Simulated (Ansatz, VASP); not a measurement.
## Two plane-wave programs on Ag

INCAR

```
PREC = Accurate
ENCUT = 520
EDIFF = 1E-7
ISMEAR = 0
SIGMA = 0.15
LREAL = False
LASPH = True
NELM = 100
ALGO = Fast
ISIF = 2
LWAVE = False
LCHARG = True
GGA = PS
LELF = True
LVHAR = True
NBANDS = 12
```

File KPOINTS:

```
regular mesh
0
Gamma
  20 20 20
```

POSCAR

```
Ag
1.0
   -1.6308191900      1.6308191900      1.6059843800
    1.6308191900     -1.6308191900      1.6059843800
    1.6308191900      1.6308191900     -1.6059843800
Ag
1
Direct
    0.0000000000      0.0000000000      0.0000000000
```

Input for Ansatz:

```yaml
crystal:
  lattice:
    - [-1.63081919, 1.63081919, 1.60598438]
    - [1.63081919, -1.63081919, 1.60598438]
    - [1.63081919, 1.63081919, -1.60598438]
  atoms:
    - { symbol: Ag, position: [0.0, 0.0, 0.0] }
basis:
  ecutwfc: 420
kpoints:
  mp_grid: { grid: [20, 20, 20] }
hamiltonian:
  xc: pbesol
scf:
  occupations: { method: gaussian, width: 0.15 }
output:
  forces: true
  stress: true
  eigenvalues: true
```

Change from the starting cell: strain -0.015 along x and y, -0.030 along z, atoms carried along.

Alike in both runs: task single point; functional PBEsol; k mesh 20 × 20 × 20; occupations gaussian, width 0.15 eV; no spin polarisation.

|  | VASP | Ansatz |
| --- | --- | --- |
| version | VASP 6.6.1 | Ansatz 0.2.0 |
| potentials or method | VASP PAW PBE potentials, release 64 (Ag) | scalar-relativistic, plane waves, PAW |
| plane-wave cutoff (eV) | 520 | 420 |
| valence electrons in the cell | 11 | 19 |

|  | VASP | Ansatz | Ansatz less VASP |
| --- | --- | --- | --- |
| gap on the k mesh at the Fermi level (eV) | none | none | - |
| pressure (GPa) | -2.2 | -2.0 | +0.17 |
| largest component of the traceless stress (GPa) | 0.31 | 0.31 | 0.000 |

A gap of «none» marks a metal or a gap that the smearing closes. The functional is the same, so the differences come from potentials, cutoffs and numerics. The two sets of potentials don't hold the same shells in valence.

Caveats: the PAW data sets were made with another functional, which shifts forces and pressure a little (VASP).
